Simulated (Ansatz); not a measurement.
# K in Ansatz: convergence with k mesh

K:

```
CELL_PARAMETERS angstrom
0.00000 3.39187 3.39187
3.39187 0.00000 3.39187
3.39187 3.39187 0.00000
ATOMIC_POSITIONS crystal
K 0.00000 0.00000 0.00000
```

This isn't the form of K at room conditions, which is bcc.

```yaml
Program: Ansatz 0.2.0
Task: convergence study
Functional: LDA
Potentials_or_basis: all-electron LAPW, scalar-relativistic
Cutoff: 49 eV (chosen from the basis error)
Basis_error_allowed: 0.001 eV/atom
k_mesh: 1 × 1 × 1
Occupations: fermi-dirac, width 0.05 eV
Spin: no spin polarisation
```

These are the settings of the first run; the series varies k mesh, with any setting tied to it.

Hardware: 1 thread of Arm Neoverse V1 (shared host).

Problem. The values tried are 1 × 1 × 1, 2 × 2 × 2, 4 × 4 × 4, 5 × 5 × 5, 6 × 6 × 6, 7 × 7 × 7, 8 × 8 × 8, 10 × 10 × 10, loosest first. From which on does the pressure stay within 0.1 GPa of the tightest run that finished?

Solution. From 4 × 4 × 4 on.

```csv
k mesh,"energy less the tightest run, at zero smearing (meV/atom)",pressure (GPa),SCF cycles,CPU time (s),peak memory (GiB)
1 × 1 × 1,-1189.12,-1.46,5,0.47,0.17
2 × 2 × 2,451.76,-0.25,4,0.43,0.17
4 × 4 × 4,60.20,-0.52,5,0.54,0.18
5 × 5 × 5,-27.91,-0.63,5,0.6,0.18
6 × 6 × 6,7.33,-0.58,5,0.68,0.18
7 × 7 × 7,-9.84,-0.61,5,1.3,0.18
8 × 8 × 8,1.65,-0.59,5,1.1,0.18
10 × 10 × 10,0.00,-0.59,5,1.5,0.19
```

Not settled before the last step: the energy (to 1 meV/atom). Meshes of other sizes hit other points, so gaps and Fermi surfaces needn't settle smoothly. The tightest run that finished is the yardstick and may itself not be fully converged.
